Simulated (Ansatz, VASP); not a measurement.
## One calculation of SrCl2, two programs

Contents of INCAR:

```
SYSTEM = SrCl2
  PREC = Accurate
  ENCUT = 520
  EDIFF = 1E-6
  ISMEAR = -1
  SIGMA = 0.03
  LREAL = .False.
  LASPH = .True.
  NELM = 100
  ALGO = Normal
  ISIF = 2
  LWAVE = .False.
  LCHARG = .False.
  GGA = PS
  NBANDS = 19
```

KPOINTS

```
Automatic mesh
0
Gamma
  7 7 7
  0 0 0
```

File POSCAR:

```
SrCl2
1.0
    0.0000000000      3.3789688890      3.3789688890
    3.3789688890      0.0000000000      3.3789688890
    3.3789688890      3.3789688890      0.0000000000
Sr Cl
1 2
Direct
    0.0000000000      0.0000000000      0.0000000000
    0.7500000000      0.7500000000      0.7500000000
    0.2500000000      0.2500000000      0.2500000000
```

Input for Ansatz:

```yaml
crystal:
  lattice:
    - [0.0, 3.378968889, 3.378968889]
    - [3.378968889, 0.0, 3.378968889]
    - [3.378968889, 3.378968889, 0.0]
  atoms:
    - { symbol: Sr, position: [0.0, 0.0, 0.0] }
    - { symbol: Cl, position: [0.75, 0.75, 0.75] }
    - { symbol: Cl, position: [0.25, 0.25, 0.25] }
kpoints:
  mp_grid: { grid: [7, 7, 7] }
  band_path:
    path:
      - [0.0, 0.0, 0.0]
      - [0.5, 0.0, 0.5]
      - [0.625, 0.25, 0.625]
      - [0.375, 0.375, 0.75]
      - [0.0, 0.0, 0.0]
      - [0.5, 0.5, 0.5]
      - [0.5, 0.25, 0.75]
      - [0.5, 0.0, 0.5]
    npoints: 6
scf:
  occupations: { method: fermi_dirac, width: 0.03 }
hamiltonian:
  xc: pbesol
  pseudopotentials: { kind: paw }
output:
  forces: true
  stress: true
  eigenvalues: true
  populations: true
  write_density: true
  write_potential: true
  elf: true
  volumetric_format: npy
```

Change from the starting cell: volume scaled by 0.9, PAW files.

Alike in both runs: task single point; functional PBEsol; k mesh 7 × 7 × 7; occupations fermi-dirac, width 0.03 eV; no spin polarisation.

|  | VASP | Ansatz |
| --- | --- | --- |
| version | VASP 6.6.1 | Ansatz 0.2.0 |
| potentials or method | VASP PAW PBE potentials, release 64 (Sr_sv, Cl) | PAW with Ansatz's default frozen-core files, scalar-relativistic |
| plane-wave cutoff (eV) | 520 | 420 |
| valence electrons in the cell | 24 | 24 |

Ansatz gave:

| Item | Value |
| --- | --- |
| gap on the k mesh at the Fermi level (eV) | 5.39 |
| pressure (GPa) | 2.9 |

**Question.** Estimate VASP's values.

**Answer.** gap on the k mesh at the Fermi level (eV): 5.39; pressure (GPa): 3.1.

The functional is the same, so the differences come from potentials, cutoffs and numerics.

Caveats: the PAW data sets were made with another functional, which shifts forces and pressure a little (VASP); an odd mesh through Γ misses points on the zone boundary, where band edges often lie.
